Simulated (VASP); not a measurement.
A run of VASP 6.6.1:

POSCAR

```
LiH17O9
1.0
    6.5731380000      0.0000000000      0.0000000000
    0.0000000000      6.5731380000      0.0000000000
    0.0000000000      0.0000000000      6.5731380000
O H Li
9 17 1
Direct
    0.7937609099      0.1580067237      0.0668630417
    0.3441126597      0.0618273951      0.2362798408
    0.2119687735      0.7247527741      0.5257306328
    0.8052470525      0.6111084234      0.8009568641
    0.0866861459      0.1102061146      0.6986769485
    0.6179392552      0.7211471903      0.1468857036
    0.6853956208      0.9638471001      0.5710666656
    0.0978223795      0.4725444681      0.0703621315
    0.4596739031      0.3598129234      0.5206037056
    0.8620996547      0.2702057982      0.1307898906
    0.6542689352      0.1533514130      0.1126859044
    0.3829829832      0.1355060551      0.3506696497
    0.2526342821      0.1464901543      0.1507499158
    0.2824526124      0.8092938259      0.4248807799
    0.2900593293      0.6082178710      0.5414004696
    0.7011110979      0.5123275976      0.7465079845
    0.7261828369      0.6854260477      0.9033432738
    0.0344127873      0.2032666894      0.7942629533
    0.1652635317      0.1905026184      0.5899008966
    0.4970380966      0.7915549620      0.1648831958
    0.7279932355      0.7953887474      0.2104474301
    0.6278584140      1.0978774521      0.5457515117
    0.5635968696      0.8774652229      0.5901595250
   -0.0173433146      0.5352846692     -0.0100560798
    0.2301488269      0.5262783164      0.0265322286
    0.5042340508      0.4683759872      0.4236484918
    0.9865455434      0.8473274104      0.6354651310
```

File INCAR.step1:

```
SYSTEM = LiH17O9
PREC = Accurate
ENCUT = 520
ISMEAR = -1
SIGMA = 0.05
LREAL = Auto
LASPH = .TRUE.
NELM = 80
NBANDS = 56
GGA = PE
ALGO = Normal
EDIFF = 1E-4
LWAVE = .TRUE.
LCHARG = .FALSE.
```

Contents of INCAR.step2:

```
SYSTEM = LiH17O9
PREC = Accurate
ENCUT = 520
EDIFF = 1E-7
ISMEAR = -1
SIGMA = 0.05
LREAL = Auto
LASPH = .TRUE.
NELM = 80
ALGO = Normal
ISIF = 2
LWAVE = .FALSE.
LCHARG = .FALSE.
METAGGA = R2SCAN
LMIXTAU = .TRUE.
IVDW = 12
VDW_S6 = 1.0
VDW_S8 = 0.78981345
VDW_A1 = 0.49484001
VDW_A2 = 5.73083694
NBANDS = 56
ISTART = 1
```

Contents of KPOINTS:

```
regular mesh
0
G
  1 1 1
  0 0 0
```

Potentials or basis: VASP PAW PBE potentials, release 64 (O, H, Li_sv).

The run is started by

```sh
$ cat potpaw_PBE.64/O/POTCAR potpaw_PBE.64/H/POTCAR potpaw_PBE.64/Li_sv/POTCAR > POTCAR
$ cp INCAR.step1 INCAR
$ mpirun -np 1 vasp_gam > vasp.out
$ cp INCAR.step2 INCAR
$ mpirun -np 1 vasp_gam > vasp.out
```

Hardware: 1 thread of Intel(R) Xeon(R) Platinum 8259CL CPU @ 2.50GHz (Skylake/Cascade Lake) (shared host).

Task: How long does it take, and how much memory?

Result: Run time: 4.5 min on 1 thread of Intel(R) Xeon(R) Platinum 8259CL CPU @ 2.50GHz (Skylake/Cascade Lake), on a shared host, peak memory 0.37 GiB. Counts: scf iterations 17, k points 1.
